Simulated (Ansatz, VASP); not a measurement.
# CdTe: VASP beside Ansatz

One calculation is typed for both programs; each brings its own data sets and cutoff. How far apart do they land? The cell is taken from a series of VASP runs on this material, whose earlier steps may have relaxed, scaled or displaced it; both programs get it as it stands.

Program: Ansatz 0.2.0. Level of theory: plane waves, with VASP 6.6.1 beside it; relaxation of cell and atoms at PBEsol. Results are calculated unless marked as measured.

### 1. Starting point

Symmetry: F-43m, No. 216, cubic system. The conventional cell has a = 6.480 Å, b = 6.480 Å, c = 6.480 Å, α = 90.00°, β = 90.00°, γ = 90.00°. Nearest to Te lie 4 Cd at 2.81 Å. Nearest to Cd lie 4 Te at 2.81 Å. Farther neighbours and most contacts between anions are not listed.

### 2. Ansatz: relaxation of cell and atoms, PBEsol

Ansatz runs on its default PAW (the set named soft_2) files.

The relaxed volume is the usual yardstick between codes: its relative difference is about their pressure difference at one cell divided by the bulk modulus.

input.yaml reads:

```yaml
crystal:
  lattice:
    - [0.0, 3.24, 3.24]
    - [3.24, 0.0, 3.24]
    - [3.24, 3.24, 0.0]
  atoms:
    - { symbol: Te, position: [0.75, 0.75, 0.75] }
    - { symbol: Cd, position: [0.0, 0.0, 0.0] }
hamiltonian:
  xc: pbesol
  pseudopotentials: { kind: paw }
kpoints:
  mp_grid: { grid: [6, 6, 6] }
scf:
  occupations: { method: gaussian, width: 0.03 }
relax:
  f_tol: 0.01
  max_steps: 60
  cell: { stress_tol: 0.05 }
output:
  forces: true
  stress: true
```

Command:

```console
> ansatz run input.yaml --threads 4 --pin off --max-ram 9216MiB --backend cpu --events-out ev --progress --plain --runs-dir out
```

Numbers of over 12 decimals in the logs are rounded to 6 here.

Output:

```text
Engine: ansatz 0.2.0, aarch64-unknown-linux-gnu
Pseudopotentials: kind: paw
Pseudopotential: Te, paw, valence charge 16, recommended cutoff 420 eV (normal), Te.paw.azcp
Pseudopotential: Cd, paw, valence charge 20, recommended cutoff 420 eV (normal), Cd.paw.azcp
Functional definition: PBEsol
  exchange = pbesol_x
  correlation = pbesol_c
Crystal: 2 atoms, lattice volume = 68.024 Å³
Basis set: ecut = 420 eV, 1363 PW (Γ), exchange–correlation on 64×64×64 points (8 copies of the dense FFT grid, shifted against one another)
Bands: 22, of which v1, the nominal top of the filled ones, is band 18 counted from 1 (17 counted from 0)
Symmetry: 24 space group operations
Space group: F-43m (ITA 216), of the structure as read, at distance tolerance 4.1e-5 Å
k-points: 16 of 216 (time reversal used)
Non-local potential: Te, projectors of the file, l = 0: 2, l = 1: 2, l = 2: 2, l = 3: 2
Non-local potential: Cd, projectors of the file, l = 0: 3, l = 1: 2, l = 2: 2, l = 3: 1
PAW form: soft (Blöchl's): semilocal exchange-correlation on the pseudo side does not see the compensation charge
PAW frozen core: Te, regenerated for the run's functional, and the local potential with it (the file was generated under x = pbe(κ = 0.804, μ = 0.219515), c = pbe(β = 0.066725))
PAW frozen core: Cd, regenerated for the run's functional, and the local potential with it (the file was generated under x = pbe(κ = 0.804, μ = 0.219515), c = pbe(β = 0.066725))
PAW one-centre angular grid: Te, 590 points (default); XC on 64 Gauss nodes
PAW one-centre angular grid: Cd, 590 points (default); XC on 64 Gauss nodes
Initial density: superposition of atomic densities (neutral atoms: chi_scale 0, normalization atom), corrected by the library's trained network
Initial wavefunctions: pseudopotential atomic-orbital guess
Functional: x = pbesol(κ = 0.804, μ = 0.123457), c = pbesol(β = 0.046)
SCF iter   1: F=—  HF=-15086.340904 eV  |F-HF|=—  |Δ(HF+E_count)|=         —  Δρ=3.79e-3  dr2=1.25e-2  ethr=1.77e-3  ⟨swp⟩=6.3  Hψ=1684  notcnv=0
preconditioner: auto → none  [insulator: Δε(μ)=0.632 eV  Ē_g=11.293 eV  σ=0.030 eV  W_gap=1.00  n_scr=14 (ndim 8)  ℏωp=19.1 eV  f_vac=0.191  D(μ)=0.00/eV (n_scr^D=0)  ε∞_Penn≈3.9]
SCF iter   2: F=—  HF=-15086.336852 eV  |F-HF|=—  |Δ(HF+E_count)|=   4.05e-3  Δρ=8.83e-4  dr2=2.89e-4  ethr=3.49e-5  ⟨swp⟩=2.1  Hψ=696  notcnv=0
SCF iter   3: F=—  HF=-15086.337054 eV  |F-HF|=—  |Δ(HF+E_count)|=   2.02e-4  Δρ=4.12e-4  dr2=7.27e-5  ethr=8.03e-7  ⟨swp⟩=2.1  Hψ=465  notcnv=0
SCF iter   4: F=—  HF=-15086.337122 eV  |F-HF|=—  |Δ(HF+E_count)|=   6.83e-5  Δρ=1.87e-4  dr2=2.73e-5  ethr=2.02e-7  ⟨swp⟩=2.6  Hψ=573  notcnv=0
SCF iter   5: F=—  HF=-15086.337114 eV  |F-HF|=—  |Δ(HF+E_count)|=   7.94e-6  Δρ=2.39e-5  dr2=2.00e-7  ethr=7.58e-8  ⟨swp⟩=2.0  Hψ=481  notcnv=0
SCF iter   6: F=-15086.337114 eV  HF=-15086.337114 eV  |F-HF|=1.35e-7  |Δ(HF+E_count)|=   2.80e-7  Δρ=1.52e-5  dr2=8.67e-8  ethr=2.78e-10  ⟨swp⟩=5.0  Hψ=1359  notcnv=0
SCF 1 converged in 6 iterations: F = -15086.337114 eV  dr2 = 8.67e-8
  greatest PAW one-centre occupation: 1.000 electrons in one spin orbital (limit 2), on the Cd atom at site 1 (counted from 0), in its partial waves of l = 0
relax step   1: F+E_penalty+E_count = -15086.33711415 eV  Δ(F+E_penalty+E_count) = +0.000e0 eV  max|allowed force component| = 9.252e-17 eV/Å  Δτ_max = 0.0000 Å  P = +0.197 GPa  Ω = 68.024 Å³  (6 SCF iters, dr2 threshold 1.00e-7 eV, accepted)
[...]
relax step   2: F+E_penalty+E_count = -15086.33718054 eV  Δ(F+E_penalty+E_count) = -6.639e-5 eV  max|allowed force component| = 4.539e-17 eV/Å  Δτ_max = 0.0000 Å  P = -0.093 GPa  Ω = 68.501 Å³  energy of the carried Pulay correction = -8.517e-5 eV  (4 SCF iters, dr2 threshold 9.67e-8 eV, accepted)
[...]
relax step   3: F+E_penalty+E_count = -15086.33725291 eV  Δ(F+E_penalty+E_count) = -7.237e-5 eV  max|allowed force component| = 3.787e-17 eV/Å  Δτ_max = 0.0000 Å  P = -0.001 GPa  Ω = 68.347 Å³  energy of the carried Pulay correction = -5.777e-5 eV  (4 SCF iters, dr2 threshold 2.16e-8 eV, accepted)
[...]
relax step   4: F+E_penalty+E_count = -15086.33728933 eV  Δ(F+E_penalty+E_count) = -3.642e-5 eV  max|allowed force component| = 2.631e-17 eV/Å  Δτ_max = 0.0000 Å  P = -0.001 GPa  Ω = 68.347 Å³  stress off target by 9.43e-4 GPa  SCF on the basis re-selected at this cell (its energy is not comparable with the rows above)  (4 SCF iters)
basis re-selected at this cell: Δ(F+E_penalty+E_count) = -3.642e-5 eV, ΔP = -0.000 GPa vs the last step (what re-selecting the basis moved, of the pressure what is left beyond the Pulay correction that the steps carried, after the strain that the cell walked since its last selection, with what the two solves' SCF thresholds leave and, on support functions, any second-order correction that the steps lacked; it is no m [...]
SCF converged after 4 iterations
Free energy (F): -15086.337289 eV
Harris-Foulkes:  -15086.337289 eV  (|F-HF|=0.00e0)
Internal energy: -15086.337289 eV  (E = F + TS)
E sigma→0 (E₀):  -15086.337289 eV
Fermi energy:    7.587250 eV
--- Per-component energies (eV) ---
  E_band       = -795.251121
  E_kinetic    = 685.738482
  E_local      = -5432.097574  (includes V_loc(G=0)·N_el)
  E_nonlocal   = -271.188062
  E_hartree    = 2733.870040
  E_xc         = -298.580480
  E_vxc        = -324.911132  (∫ρ·V_xc dr)
  E_paw        = -8598.935577  (= ΣΔE_a)
  E_vpaw       = -920.532980  (= ΣTr[D̂ρ^β])
  E_aug_tail   = -0.000163  (compensation charges beyond the density's cutoff)
  E_ewald      = -3905.860730
  E_core_change = 0.716775  (= ΣΔE_core)
  E_smearing   = -0.000000  (= −TS)
  E_closure    = -0.000000  (closes the sum)
  Σ components = -15086.337289   (vs F -15086.337289, Δ=0.00e0)
--- Forces (eV/Å), atoms counted from 1 ---
  atom   1  Te     0.00000000    -0.00000000    -0.00000000
  atom   2  Cd    -0.00000000     0.00000000     0.00000000
  max |Σ_I F_I| component: 3.06e-17 eV/Å
--- Stress (GPa, compression-positive) ---
       -0.000943      -0.000000      -0.000000
       -0.000000      -0.000943       0.000000
       -0.000000       0.000000      -0.000943
  P = ⅓ Tr σ = -0.0009 GPa (-0.009 kbar)
--- Relaxed structure (3 steps of the walk, 3 accepted, 1 SCFs on fresh bases) ---
  F+E_penalty+E_count = -15086.33728933 eV   max|allowed force component| = 2.631e-17 eV/Å   (the final SCF, on the basis selected at the relaxed cell)
  cell:  # Å, volume = 68.3470 Å³
    - [0, 3.245113, 3.245113]
    - [3.245113, 0, 3.245113]
    - [3.245113, 3.245113, 0]
  atoms:
    - { symbol: Te, position: [0.750000, 0.750000, 0.750000] }
    - { symbol: Cd, position: [0, 0, 0] }
```

Elapsed: 4.4 s, on 4 threads of Arm Neoverse N1, shared host; peak memory 0.37 GiB.

### 3. VASP: relaxation of cell and atoms, PBEsol

The same cell, functional, mesh and smearing now go to VASP, with its own data sets and cutoff.

Lines of VASP's logs that name or quote its potential files are left out, and so is its time.

INCAR reads:

```
SYSTEM = CdTe
PREC = Accurate
ENCUT = 450
EDIFF = 1E-06
NELM = 100
ISMEAR = 0
SIGMA = 0.03
LREAL = .FALSE.
ALGO = Normal
GGA = PS
NBANDS = 15
LORBIT = 11
LWAVE = .FALSE.
LCHARG = .FALSE.
KPAR = 2
IBRION = 2
NSW = 50
ISIF = 3
EDIFFG = -0.01
```

POSCAR reads:

```
CdTe
1.0
    0.0000000000      3.2400000000      3.2400000000
    3.2400000000      0.0000000000      3.2400000000
    3.2400000000      3.2400000000      0.0000000000
Te Cd
1 1
Direct
    0.7500000000      0.7500000000      0.7500000000
    0.0000000000      0.0000000000      0.0000000000
```

KPOINTS reads:

```
Automatic mesh
0
Gamma
6 6 6
0 0 0
```

The projector-augmented-wave data sets are Te and Cd (PBE family, release 64).

Command:

```console
> mpirun -np 2 vasp_std
```

Output:

```text
[banner, memory and clock lines left out]
running    2 mpi-ranks, on    1 nodes
 distrk:  each k-point on    1 cores,    2 groups
 distr:  one band on    1 cores,    1 groups

 POSCAR found type information on POSCAR TeCd
 POSCAR found :  2 types and       2 ions
|                                                                             |
|               ----> ADVICE to this user running VASP <----                  |
|                                                                             |
|     You enforced a specific xc type in the INCAR file but a different       |
|     [... a line on the potential file left out ...]
|     I HOPE YOU KNOW WHAT YOU ARE DOING!                                     |
|                                                                             |

 LDA part: xc-table for (Slater+PW92), standard interpolation
 POSCAR, INCAR and KPOINTS ok, starting setup
 FFT: planning ... GRIDC
 FFT: planning ... GRID_SOFT
 FFT: planning ... GRID
 WAVECAR not read
 entering main loop
       N       E                     dE             d eps       ncg     rms          rms(c)
DAV:   1     0.940878089010E+02    0.94088E+02   -0.79788E+03   496   0.933E+02
DAV:   2    -0.245746024314E+01   -0.96545E+02   -0.92756E+02   571   0.237E+02
DAV:   3    -0.571119932274E+01   -0.32537E+01   -0.32487E+01   571   0.467E+01
DAV:   4    -0.573997742350E+01   -0.28778E-01   -0.28777E-01   719   0.381E+00
DAV:   5    -0.574011926436E+01   -0.14184E-03   -0.14184E-03   606   0.208E-01    0.544E+00
DAV:   6    -0.550106125972E+01    0.23906E+00   -0.45915E-01   543   0.886E+00    0.455E+00
DAV:   7    -0.548306180662E+01    0.17999E-01   -0.10615E-01   543   0.224E+00    0.184E+00
DAV:   8    -0.548214564541E+01    0.91616E-03   -0.10197E-02   578   0.122E+00    0.511E-01
DAV:   9    -0.548211887200E+01    0.26773E-04   -0.77203E-04   557   0.307E-01    0.118E-01
DAV:  10    -0.548214962508E+01   -0.30753E-04   -0.10912E-04   578   0.101E-01    0.554E-02
DAV:  11    -0.548217412783E+01   -0.24503E-04   -0.47357E-05   530   0.417E-02    0.358E-02
DAV:  12    -0.548217214045E+01    0.19874E-05   -0.41174E-06   571   0.146E-02    0.190E-02
DAV:  13    -0.548217203059E+01    0.10986E-06   -0.42279E-07   359   0.364E-03
   1 F= -.54821720E+01 E0= -.54821720E+01  d E =-.548217E+01
 curvature:   0.00 expect dE= 0.000E+00 dE for cont linesearch  0.000E+00
 trial: gam= 0.00000 g(F)=  0.478E-45 g(S)=  0.997E-03 ort = 0.000E+00 (trialstep = 0.100E+01)
 search vector abs. value=  0.997E-03
 bond charge predicted
       N       E                     dE             d eps       ncg     rms          rms(c)
DAV:   1    -0.549462679320E+01   -0.12455E-01   -0.23493E-01   550   0.574E+00    0.827E-01
DAV:   2    -0.548381695687E+01    0.10810E-01   -0.26660E-02   522   0.237E+00    0.273E-01
DAV:   3    -0.548268376970E+01    0.11332E-02   -0.24300E-03   557   0.499E-01    0.228E-01
DAV:   4    -0.548249963771E+01    0.18413E-03   -0.29061E-04   501   0.123E-01    0.372E-02
DAV:   5    -0.548249052399E+01    0.91137E-05   -0.30662E-05   564   0.677E-02    0.276E-02
DAV:   6    -0.548249027819E+01    0.24581E-06   -0.70740E-06   522   0.266E-02
   2 F= -.54824903E+01 E0= -.54824903E+01  d E =-.318248E-03
 trial-energy change:   -0.000318  1 .order   -0.000406   -0.000997    0.000184
 step:   0.7632(harm=  0.8439)  dis= 0.00000  next Energy=    -5.482513 (dE=-0.341E-03)
 bond charge predicted
       N       E                     dE             d eps       ncg     rms          rms(c)
DAV:   1    -0.548321640649E+01   -0.72588E-03   -0.13338E-02   543   0.136E+00    0.192E-01
DAV:   2    -0.548260275778E+01    0.61365E-03   -0.15322E-03   529   0.566E-01    0.630E-02
DAV:   3    -0.548254131624E+01    0.61442E-04   -0.13391E-04   557   0.116E-01    0.520E-02
DAV:   4    -0.548253407085E+01    0.72454E-05   -0.15820E-05   515   0.289E-02    0.855E-03
DAV:   5    -0.548253406855E+01    0.23033E-08   -0.15581E-06   350   0.156E-02
   3 F= -.54825341E+01 E0= -.54825341E+01  d E =-.362038E-03
 curvature:  -0.31 expect dE=-0.365E-07 dE for cont linesearch -0.365E-07
 trial: gam= 0.00000 g(F)=  0.148E-45 g(S)=  0.118E-06 ort =-0.109E-04 (trialstep = 0.953E+00)
 search vector abs. value=  0.118E-06
 reached required accuracy - stopping structural energy minimisation
```

OUTCAR, selected parts (step 3):

```text
ion  position               nearest neighbor table
   1  0.750  0.750  0.750-   2 2.81   2 2.81   2 2.81   2 2.81
   2  0.000  0.000  0.000-   1 2.81   1 2.81   1 2.81   1 2.81

  LATTYP: Found a face centered cubic cell.
 ALAT       =     6.4800000000

 Subroutine GETGRP returns: Found 24 space group operations
 (whereof 24 operations were pure point group operations)

The static configuration has the point symmetry T_d .

 Found     16 irreducible k-points:

   k-points           NKPTS =     16   k-points in BZ     NKDIM =     16   number of bands    NBANDS=     15

   dimension x,y,z NGX =    32 NGY =   32 NGZ =   32
   dimension x,y,z NGXF=    64 NGYF=   64 NGZF=   64

   ENCUT  =  450.0 eV  33.07 Ry    5.75 a.u.   7.93  7.93  7.93*2*pi/ulx,y,z

   NELECT =      18.0000    total number of electrons

 k-points in reciprocal lattice and weights: Automatic mesh
   0.00000000  0.00000000  0.00000000       0.005
   0.16666667  0.00000000  0.00000000       0.037
   0.33333333  0.00000000  0.00000000       0.037
   0.50000000  0.00000000  0.00000000       0.019
   0.16666667  0.16666667  0.00000000       0.028
   0.33333333  0.16666667  0.00000000       0.111
   0.50000000  0.16666667  0.00000000       0.111
  -0.33333333  0.16666667  0.00000000       0.111
  -0.16666667  0.16666667  0.00000000       0.056
[...]
-0.33333333  0.33333333  0.16666667       0.111
  -0.33333333  0.50000000  0.16666667       0.056

 average (electrostatic) potential at core
       1 -91.2937       2 -39.0112

 E-fermi :   2.3360

 k-point     1 :       0.0000    0.0000    0.0000
  band No.  band energies     occupation
    ...
      5      -5.8185      2.00000
      6      -5.8185      2.00000
      7       2.1605      2.00000
      8       2.1605      2.00000
      9       2.1605      2.00000
     10       2.8025      0.00000
     11       6.7074      0.00000
     12       6.7074      0.00000
     13       6.7074      0.00000
     14       9.4499      0.00000
    ...

 k-point     2 :       0.1667    0.0000    0.0000
  band No.  band energies     occupation
    ...
      5      -5.8197      2.00000
      6      -5.8197      2.00000
      7       0.3925      2.00000
      8       1.9320      2.00000
      9       1.9320      2.00000
     10       3.9256      0.00000
     11       6.8003      0.00000
     12       7.0454      0.00000
     13       7.0454      0.00000
     14      10.4529      0.00000
    ...

 k-point     3 :       0.3333    0.0000    0.0000
  band No.  band energies     occupation
    ...
      5      -5.8157      2.00000
      6      -5.7231      2.00000
      7      -1.4420      2.00000
      8       1.5507      2.00000
      9       1.5507      2.00000
     10       3.9949      0.00000
     11       7.3271      0.00000
     12       7.3271      0.00000
     13       8.3051      0.00000
     14      10.0837      0.00000
    ...

  Total       -0.0012778     -0.0012778     -0.0012778     -0.0000000     -0.0000000      0.0000000
  in kB       -0.0299025     -0.0299025     -0.0299025     -0.0000000     -0.0000000      0.0000000
  external PRESSURE =      -0.0299025 kB  Pullay stress =       0.0000000 kB

  energy-cutoff  :      450.00
  volume of cell :       68.47
      direct lattice vectors                 reciprocal lattice vectors
     0.000000000  3.246999876  3.246999876    -0.153988303  0.153988303  0.153988303
     3.246999876  0.000000000  3.246999876     0.153988303 -0.153988303  0.153988303
     3.246999876  3.246999876  0.000000000     0.153988303  0.153988303 -0.153988303

 POSITION                                       TOTAL-FORCE (eV/Angst)
 -----------------------------------------------------------------------------------
      4.87050      4.87050      4.87050        -0.000000      0.000000      0.000000
      0.00000      0.00000      0.00000         0.000000     -0.000000     -0.000000
 -----------------------------------------------------------------------------------
    total drift:                                0.000001      0.000001      0.000001

  FREE ENERGIE OF THE ION-ELECTRON SYSTEM (eV)
  ---------------------------------------------------
  free  energy   TOTEN  =        -5.4825340686 eV

  energy  without entropy=       -5.4825340686  energy(sigma->0) =       -5.48253407

 reached required accuracy - stopping structural energy minimisation

 total charge
# of ion       s       p       d       tot
------------------------------------------
    1        1.352   2.045   0.021   3.418
    2        0.472   0.316   9.527  10.315
--------------------------------------------------
tot          1.823   2.361   9.548  13.733

[... 3 further parts left out ...]
```

### 4. Comparison

Known differences besides the potentials themselves: both relaxations stop at a tolerance, which leaves soft axes loose, and VASP keeps its plane-wave basis; the data sets hold 36 valence electrons in Ansatz (default PAW (the set named soft_2) files) and 18 in VASP; the cutoff is 420 eV in Ansatz and 450 eV in VASP; Ansatz makes its cores anew for this functional, VASP keeps those of its PBE data sets; VASP leaves aspherical gradient terms in its spheres out (LASPH is not set), Ansatz keeps them; Ansatz adds a Pulay correction to the stress that steers its cell, VASP none. Total energies have different zeros and are not compared.

Both answers:

```
                                         quantity  Ansatz   VASP  difference
                                      volume (Å³)   68.35  68.47     -0.17 %
edge a after relaxation, in the typed setting (Å)   4.589  4.592     -0.06 %
```

The walks stopped with 0.00 GPa left in Ansatz and 0.00 GPa in VASP; each walk ends within a tolerance, so the volume difference is uncertain by about these residues over the bulk modulus, most in soft cells.

### 5. Outcome

```yaml
difference_in_volume_relaxation_of_cell_and_atoms_pbesol: -0.17 %
```

In words: The difference in volume is -0.17 % (relaxation of cell and atoms, PBEsol), within the 1.2 % picked in this series as the mark of a large difference, as far as the stopping tolerances let one tell. How closely two codes agree says nothing of how well the functional describes the real material.

[Lines on the potential files, build, host, timing and source positions are cut from VASP's logs without a mark.]

[Logs are printed without paths, hosts, clocks, repeated set-up lines and the standing remarks that a program may print on its own settings, such as how far it seeks lower states.]

[Hosts, paths, dates, database ids (printed as entryN), source tags and the programs' standing remarks are cut or masked in the printed files.]
